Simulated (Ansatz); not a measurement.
# Ni: the cost of one run

Program: Ansatz 0.2.0. Level of theory: DFT PBE, scalar-relativistic, plane waves, PAW. These are calculated values, not measurements.

## 1. The structure to begin with

The structure is cubic, space group Fm-3m (No. 225). Conventional cell: a = 3.524 Å, b = 3.524 Å, c = 3.524 Å, α = 90.00°, β = 90.00°, γ = 90.00°. Ni (site symmetry m-3m) is surrounded by 12 Ni at 2.49 Å.

Coordinates:

```xyz
1
Lattice="0.0000 1.7619 1.7619 1.7619 0.0000 1.7619 1.7619 1.7619 0.0000" Properties=species:S:1:pos:R:3 pbc="T T T"
Ni    0.0000    0.0000    0.0000
```

Source of the structure: the Crystallography Open Database.

(A quick probe on a coarse mesh, which set the mesh and smearing, is not shown.)

## 3. The relaxation

File input.yaml:

```yaml
crystal:
  lattice:
    - [0.0, 1.761935, 1.761935]
    - [1.761935, 0.0, 1.761935]
    - [1.761935, 1.761935, 0.0]
  atoms:
    - { symbol: Ni, position: [0.0, 0.0, 0.0], spin: 0.81 }
basis:
  ecutwfc: 420
kpoints:
  mp_grid: { grid: [20, 20, 20] }
hamiltonian:
  xc: pbe
scf:
  occupations: { method: gaussian, width: 0.1 }
output:
  forces: true
  stress: true
  eigenvalues: true
  populations: true
  write_density: true
  write_potential: true
  elf: true
  volumetric_format: npy
magnetization:
  spin_polarized: true
relax:
  adjacent_minimum: "off"
  f_tol: 0.005
  max_steps: 80
  cell: { stress_tol: 0.05 }
```

Run with:

```sh
ansatz run input.yaml --threads 2 --pin off --max-ram 5120MiB --backend cpu --events-out ev --progress --plain --runs-dir out
```

**Question.** How long does this run take on 2 threads of AMD EPYC 9R45 (Zen 5), shared host, and how much memory does it need?

About 6.9 s, with a peak of 0.43 GiB.
